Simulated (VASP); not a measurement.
Input of a VASP 6.6.1 run:

The input INCAR:

```
SYSTEM = BN
PREC     = Accurate       ! precision mode
ENCUT    = 580            ! plane-wave cutoff, eV
EDIFF    = 1E-6           ! SCF threshold, eV
ISMEAR   = -1             ! smearing method
SIGMA    = 0.05           ! smearing width, eV
LREAL    = .FALSE.        ! projectors in reciprocal space
LASPH    = .TRUE.         ! aspherical terms in the spheres
NELM     = 60             ! most SCF steps
ALGO     = Normal         ! electronic algorithm
ISIF     = 3              ! what is computed and relaxed
LWAVE    = .FALSE.        ! write WAVECAR
LCHARG   = .FALSE.        ! write CHGCAR
GGA      = PE             ! functional
IBRION   = 2              ! ionic algorithm
NSW      = 60             ! ionic steps
EDIFFG   = -0.005         ! ionic threshold
```

The input KPOINTS:

```
regular mesh
0
G
  13 13 13
  0 0 0
```

POSCAR

```
BN
1.0
    0.0000000000      1.8130010000      1.8130010000
    1.8130010000      0.0000000000      1.8130010000
    1.8130010000      1.8130010000      0.0000000000
N B
1 1
Direct
    0.2500000000      0.2500000000      0.2500000000
    0.0000000000      0.0000000000      0.0000000000
```

Potentials or basis: VASP PAW PBE potentials, release 64 (N, B).

Run with:

```bash
$ cat potpaw_PBE.64/N/POTCAR potpaw_PBE.64/B/POTCAR > POTCAR
$ mpirun -np 1 vasp_std > vasp.out
```

Task: Predict the relaxed volume.

Result: 5.95 Å³/atom.

Task: Estimate the space group after relaxing (to 0.05 Å).

Result: F-43m (No. 216).

Final structure:
```yaml
crystal:
  lattice:
    - [0.00000, 1.81238, 1.81238]
    - [1.81238, 0.00000, 1.81238]
    - [1.81238, 1.81238, 0.00000]
  atoms:
    - { symbol: N, position: [0.25000, 0.25000, 0.25000] }
    - { symbol: B, position: [0.00000, 0.00000, 0.00000] }
```
